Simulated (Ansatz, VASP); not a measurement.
## One calculation of HfC, two programs

```
CELL_PARAMETERS angstrom
0.00000 2.34040 2.34040
2.34040 0.00000 2.34040
2.34040 2.34040 0.00000
ATOMIC_POSITIONS crystal
Hf 0.50000 0.50000 0.50000
C 0.00000 0.00000 0.00000
```

Change from the starting cell: volume scaled by 1.02.

Alike in both runs: task single point; functional PBE; k mesh 10 × 10 × 10; occupations fermi-dirac, width 0.05 eV; no spin polarisation.

|  | VASP | Ansatz |
| --- | --- | --- |
| version | VASP 6.6.1 | Ansatz 0.2.0 |
| potentials or method | VASP PAW PBE potentials, release 64 (Hf_pv, C) | Ansatz PAW |
| plane-wave cutoff (eV) | 520 | 420 |
| valence electrons in the cell | 14 | 30 |

Ansatz gave:

| Quantity | Value |
| --- | --- |
| gap on the k mesh at the Fermi level (eV) | none |
| pressure (GPa) | -4.2 |

Q: Which values does VASP return?

A: gap on the k mesh at the Fermi level (eV): none; pressure (GPa): -4.9.

A gap of «none» marks a metal or a gap that the smearing closes. With one functional, cell and mesh, what is left measures potentials, basis and numerics. The two sets of potentials don't hold the same shells in valence.

Spin-orbit coupling is left out, which matters for the levels of Hf.
